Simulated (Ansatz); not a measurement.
Density of states of Se (P3_121, a = 4.505 Å, b = 4.505 Å, c = 4.992 Å, α = 90.00°, β = 90.00°, γ = 120.00°), in states per eV and primitive cell, averaged over bins of 0.5 eV. All numbers below come from Ansatz 0.2.0, DFT r2SCAN, scalar-relativistic, plane waves, PAW.

Plane waves to 500 eV, a k mesh through Γ of 6×6×6 on the computed 3-atom cell and Gaussian smearing (0.02 eV); no spin polarisation.

The cell is relaxed at this level. The states (both spins) are summed by tetrahedra on a 9×9×9 mesh at the self-consistent density. Energies are bin centres; the table starts no lower than −8 eV and ends at 6 eV, or lower where the solved bands end.

The gap is 1.33 eV at this level, with the zero inside it.

```csv
E − E_F (eV),total,Se 4p,Se 4s
-6.20,1.39,1.35,0.02
-5.70,3.48,3.34,0.11
-5.20,2.57,2.40,0.14
-4.70,1.52,1.39,0.11
-4.20,2.58,2.36,0.19
-3.70,0.47,0.43,0.04
-3.20,1.10,1.03,0.06
-2.70,2.39,2.27,0.09
-2.20,3.42,3.26,0.11
-1.70,2.33,2.27,0.04
-1.20,2.28,2.20,0.06
-0.70,0.48,0.45,0.02
-0.20,0.00,0.00,0.00
0.30,0.00,0.00,0.00
0.80,0.22,0.19,0.02
1.30,2.89,2.54,0.20
1.80,2.99,2.65,0.16
2.30,3.21,2.93,0.10
2.80,1.98,1.84,0.05
3.30,0.70,0.66,0.01
3.80,0.00,0.00,0.00
4.30,0.00,0.00,0.00
4.80,0.00,0.00,0.00
5.30,0.04,0.00,0.00
```

The columns after the total are the Löwdin projections on the occupied valence shells of the potentials. The rest of the total lies in shells that are empty in the free atom, which aren't projected, and between the atoms.

The cell holds chains, and where no dispersion correction was added their binding is poorly described.

Cost: 1 run of about 2.8 core-minutes, on AMD EPYC 7R43 (Zen 3) (shared hosts).